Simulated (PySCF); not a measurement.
A run of PySCF 2.14.0 is set up as follows.

Contents of run.py:

```python
import json
import numpy as np
from pyscf.pbc import gto, scf, dft, df
from pyscf.pbc.tools import pyscf_ase
import spglib
from ase import Atoms
from ase.io import read

conv = read('In.cif')
a, x, z = spglib.find_primitive((conv.cell[:], conv.get_scaled_positions(), conv.numbers), symprec=1e-4)
atoms = Atoms(z, cell=a, scaled_positions=x, pbc=True)
cell = pyscf_ase.cell_from_ase(atoms)
cell.basis = 'DZVP-MOLOPT-SR-GTH-q13'
cell.pseudo = 'GTH-PBE-q13'
cell.ke_cutoff = 93  # hartree
cell.exp_to_discard = 0.02
cell.precision = 1e-08
cell.space_group_symmetry = True
cell.symmorphic = False
cell.max_memory = 5880  # MB
cell.verbose = 4
cell.build()

res = {}
kpts = cell.make_kpts([2, 2, 2], space_group_symmetry=True, time_reversal_symmetry=True)
cell.space_group_symmetry = False  # the mesh holds the operations; no search on the supercells of the integral code
mf = dft.KRKS(cell, kpts, xc='LDA_X,LDA_C_PW')
mf = mf.multigrid_numint()
mf = mf.smearing(sigma=0.00183747, method='fermi')  # hartree
mf.conv_tol = 1e-07
mf.max_cycle = 60

atoms.calc = pyscf_ase.PySCF(method=mf)
print('ASE energy = %.8f eV' % atoms.get_potential_energy())
mf = atoms.calc.method_scan
res.update(converged=bool(mf.converged), e_tot=mf.e_tot, nelec=cell.nelectron, nao=cell.nao, mesh=list(map(int, cell.mesh)), a=cell.lattice_vectors().tolist(), coords=cell.atom_coords().tolist(),
           mo_energy=[np.real(x).tolist() for x in mf.mo_energy], mo_occ=[np.real(x).tolist() for x in mf.mo_occ])
res.update(e_free=mf.e_free, e_zero=mf.e_zero)
res.update(kpts=kpts.kpts_scaled_ibz.tolist(), weights=kpts.weights_ibz.tolist())
res['parts'] = {k: float(np.real(v)) for k, v in mf.scf_summary.items() if np.isscalar(v)}
json.dump(res, open('results.json', 'w'))
if not mf.converged:
    raise SystemExit('SCF not converged')

print('levels (eV)')
for i, kp in enumerate(res['kpts'][:40]):
    print('k %7.4f %7.4f %7.4f  ' % tuple(kp), ' '.join('%.3f' % (x * 27.211386) for x in res['mo_energy'][i][:12]))

mf = mf.to_khf()  # unfold to the whole mesh
kpts = mf.kpts
# Mulliken populations
dm, s = np.asarray(mf.make_rdm1()), np.asarray(mf.get_ovlp())
sites = cell.aoslice_by_atom()[:, 2:]
tot = np.einsum('kij,kji->i', dm, s).real / len(kpts)
res['mulliken'] = [cell.atom_charge(i) - tot[a0:a1].sum() for i, (a0, a1) in enumerate(sites)]
print('Mulliken charges', np.round(res['mulliken'], 5))

path = pyscf_ase.bandpath(cell, npoints=40)
scaled = path.kpts
e_kn = mf.get_bands(cell.get_abs_kpts(scaled))[0]
res.update(band_k=np.asarray(scaled).tolist(), bands=np.asarray(e_kn).real.tolist())
for kp, e in zip(scaled, np.asarray(e_kn).real):
    print('k %7.4f %7.4f %7.4f  ' % tuple(kp), ' '.join('%8.3f' % (x * 27.211386) for x in e[:13]))
res['done'] = True
json.dump(res, open('results.json', 'w'))
```

Contents of In.cif:

```cif
data_In
_cell_length_a 3.25094000
_cell_length_b 3.25094000
_cell_length_c 4.94740000
_cell_angle_alpha 90.00000000
_cell_angle_beta 90.00000000
_cell_angle_gamma 90.00000000
_space_group_name_H-M_alt 'I4/mmm'
_space_group_name_Hall '-I 4 2'
_space_group_IT_number 139
loop_
_space_group_symop_operation_xyz
'x,y,z'
'-x,-y,-z'
'-y,x,z'
'y,-x,-z'
'-x,-y,z'
'x,y,-z'
'y,-x,z'
'-y,x,-z'
'x,-y,-z'
'-x,y,z'
'-y,-x,-z'
'y,x,z'
'-x,y,-z'
'x,-y,z'
'y,x,-z'
'-y,-x,z'
'x+1/2,y+1/2,z+1/2'
'-x+1/2,-y+1/2,-z+1/2'
'-y+1/2,x+1/2,z+1/2'
'y+1/2,-x+1/2,-z+1/2'
'-x+1/2,-y+1/2,z+1/2'
'x+1/2,y+1/2,-z+1/2'
'y+1/2,-x+1/2,z+1/2'
'-y+1/2,x+1/2,-z+1/2'
'x+1/2,-y+1/2,-z+1/2'
'-x+1/2,y+1/2,z+1/2'
'-y+1/2,-x+1/2,-z+1/2'
'y+1/2,x+1/2,z+1/2'
'-x+1/2,y+1/2,-z+1/2'
'x+1/2,-y+1/2,z+1/2'
'y+1/2,x+1/2,-z+1/2'
'-y+1/2,-x+1/2,z+1/2'
loop_
_atom_site_label
_atom_site_type_symbol
_atom_site_symmetry_multiplicity
_atom_site_Wyckoff_symbol
_atom_site_fract_x
_atom_site_fract_y
_atom_site_fract_z
_atom_site_occupancy
In1 In 2 a 0.0000000000 0.0000000000 0.0000000000 1
```

Potentials or basis: DZVP-MOLOPT-SR/GTH-PBE (potentials made for PBE).

Run with:

```console
$ OMP_NUM_THREADS=4 python -u run.py > log
```

(1) Estimate the band gap on the k mesh.

Answers

(1) none (metal or under the smearing width).

Caveat: the k mesh is coarse (spacing up to 1.37 Å⁻¹), so the values aren't converged; spin-orbit coupling is left out, which moves the levels of the heavy elements; the basis of atomic orbitals isn't converged, which shifts pressures, moduli and gaps.
